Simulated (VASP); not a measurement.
This VASP 6.6.1 run on Ho needs a look.

Contents of INCAR:

```
SYSTEM = Ho
  PREC = Accurate
  ENCUT = 600
  EDIFF = 1E-6
  ISMEAR = 0
  SIGMA = 0.1
  LREAL = .FALSE.
  LASPH = .TRUE.
  NELM = 56
  ALGO = Fast
  ISIF = 2
  LWAVE = .FALSE.
  LCHARG = .FALSE.
  ISPIN = 2
  MAGMOM = 2.82 1.47
  LORBIT = 11
  LMAXMIX = 6
  LDAU = .TRUE.
  LDAUTYPE = 2
  LDAUL = 3
  LDAUU = 8
  LDAUJ = 0.5
  LDAUPRINT = 1
  GGA = RP
  IVDW = 11
```

Contents of Ho.cif:

```cif
data_Ho
_cell_length_a 3.57730000
_cell_length_b 3.57730000
_cell_length_c 5.61580000
_cell_angle_alpha 90.00000000
_cell_angle_beta 90.00000000
_cell_angle_gamma 120.00000000
_space_group_name_H-M_alt 'P6_3/mmc'
_space_group_name_Hall '-P 6c 2c'
_space_group_IT_number 194
loop_
_space_group_symop_operation_xyz
'x,y,z'
'-x,-y,-z'
'x-y,x,z+1/2'
'-x+y,-x,-z+1/2'
'-y,x-y,z'
'y,-x+y,-z'
'-x,-y,z+1/2'
'x,y,-z+1/2'
'-x+y,-x,z'
'x-y,x,-z'
'y,-x+y,z+1/2'
'-y,x-y,-z+1/2'
'-y,-x,-z+1/2'
'y,x,z+1/2'
'-x,-x+y,-z'
'x,x-y,z'
'-x+y,y,-z+1/2'
'x-y,-y,z+1/2'
'y,x,-z'
'-y,-x,z'
'x,x-y,-z+1/2'
'-x,-x+y,z+1/2'
'x-y,-y,-z'
'-x+y,y,z'
loop_
_atom_site_label
_atom_site_type_symbol
_atom_site_symmetry_multiplicity
_atom_site_Wyckoff_symbol
_atom_site_fract_x
_atom_site_fract_y
_atom_site_fract_z
_atom_site_occupancy
Ho1 Ho 2 c 0.6666666667 0.3333333333 0.7500000000 1
```

File KPOINTS:

```
Automatic mesh
0
G
  1 1 1
  0 0 0
```

The input POSCAR:

```
Ho
 1.0000000000000000
     3.5773000000000001    0.0000000000000000    0.0000000000000000
    -1.7886499999999992    3.0980326769580726    0.0000000000000000
     0.0000000000000000    0.0000000000000000    5.6158000000000001
 Ho 
   2
Cartesian
  1.7886500001788654  1.0326775588827564  4.2118500000000001
 -0.0000000001788649  2.0653551180753165  1.4039500000000000
```

Potentials or basis: VASP PAW PBE potentials, release 64 (Ho_3), 4f in core.

The run is started by

```bash
$ ase convert -i cif -o vasp Ho.cif POSCAR
$ cat potpaw_PBE.64/Ho_3/POTCAR > POTCAR
$ mpirun -np 1 vasp_std > vasp.out
```

OUTCAR:

```text
SYSTEM = Ho
   PREC = Accurate
   ENCUT = 600
   EDIFF = 1E-6
   ISMEAR = 0
   LREAL = .FALSE.
   LASPH = .TRUE.
   NELM = 56
   ISIF = 2
   ISPIN = 2
   LORBIT = 11
   GGA = RP
   IVDW = 11
 IVDW          = 11

 ion  position               nearest neighbor table
   1  0.667  0.333  0.750-   2 3.49   2 3.49   2 3.49   2 3.49   2 3.49   2 3.49
   2  0.333  0.667  0.250-   1 3.49   1 3.49   1 3.49   1 3.49   1 3.49   1 3.49

  LATTYP: Found a hexagonal cell.
 ALAT       =     3.5773000000
 C/A-ratio  =     1.5698431778

  Lattice vectors:

[... 292 lines left out ...]
  energy-cutoff  :      600.00
  volume of cell :       62.24
      direct lattice vectors                 reciprocal lattice vectors
     3.577300000  0.000000000  0.000000000     0.279540436  0.161392746  0.000000000
    -1.788650000  3.098032677  0.000000000     0.000000000  0.322785491  0.000000000
     0.000000000  0.000000000  5.615800000     0.000000000  0.000000000  0.178069020

 POSITION                                       TOTAL-FORCE (eV/Angst)
 -----------------------------------------------------------------------------------
      1.78865      1.03268      4.21185         0.000000      0.000000     -0.000000
     -0.00000      2.06536      1.40395        -0.000000      0.000000      0.000000
 -----------------------------------------------------------------------------------
    total drift:                                0.000000     -0.000000     -0.000000

  FREE ENERGIE OF THE ION-ELECTRON SYSTEM (eV)
  ---------------------------------------------------
  free  energy   TOTEN  =       -11.4278863007 eV

  energy  without entropy=      -11.3705550242  energy(sigma->0) =      -11.39922066

 total charge

# of ion       s       p       d       tot
------------------------------------------
    1        0.751   6.420   0.818   7.990
    2        0.751   6.420   0.818   7.990
--------------------------------------------------
tot          1.502  12.841   1.637  15.980

 magnetization (x)

# of ion       s       p       d       tot
------------------------------------------
    1       -0.006   0.447   0.389   0.831
    2       -0.006   0.447   0.389   0.831
--------------------------------------------------
tot         -0.011   0.895   0.778   1.662
```

On the terminal:

```text
POSCAR found type information on POSCAR Ho
 POSCAR found :  1 types and       2 ions
 scaLAPACK will be used
 -----------------------------------------------------------------------------
|                                                                             |
|                                                                             |
|     You enforced a specific xc type in the INCAR file but a different       |
|     I HOPE YOU KNOW WHAT YOU ARE DOING!                                     |
|                                                                             |
 -----------------------------------------------------------------------------

 LDA part: xc-table for (Slater+PW92), standard interpolation
 POSCAR, INCAR and KPOINTS ok, starting setup
 FFT: planning ... GRIDC
 FFT: planning ... GRID_SOFT
 FFT: planning ... GRID
 WAVECAR not read
 entering main loop
```

Problem. Diagnose the run.

Solution. The calculation finished and met its thresholds. The input holds a flaw that was put in on purpose: one k point for a small cell (k = 1 × 1 × 1). The program doesn't stop on it, so the numbers can't be trusted though the run ends normally.
